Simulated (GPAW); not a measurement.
Ni:

```
Ni
1.0
    -1.38372    1.38372    1.38372
     1.38372   -1.38372    1.38372
     1.38372    1.38372   -1.38372
Ni
1
Direct
  0.00000 0.00000 0.00000
```

This isn't the form of Ni at room conditions, which is fcc.

Base run:

```yaml
Program: GPAW 26.7.0
Functional: r2SCAN
Potentials_or_basis: GPAW PAW data sets (gpaw-data 1.2.1)
Cutoff: 600 eV
Basis: pw
k_mesh: 13 × 13 × 13
Occupations: fermi-dirac, width 0.05 eV
Spin: collinear spin, ferromagnetic start
Starting_moments: "[1.0] μB"
```

Its results: band gap on the k mesh none (metal or under the smearing width); pressure 4.0 GPa; net moment 0.65 μB per cell; site moments Ni +0.71 μB.

Question: The run is repeated on the same cell with these changes: hubbard terms from none to Ni d U = 6 eV. What comes out?

Answer: Band gap on the k mesh none (metal or under the smearing width); pressure 7.6 GPa; net moment 0.91 μB per cell; site moments Ni +1.01 μB.

Caveats: the stock nickel data set gives pressures a few GPa off other programs; the PAW data sets were made with another functional, which shifts forces and pressure a little; the U is typed as a test and isn't derived for this compound (some runs).
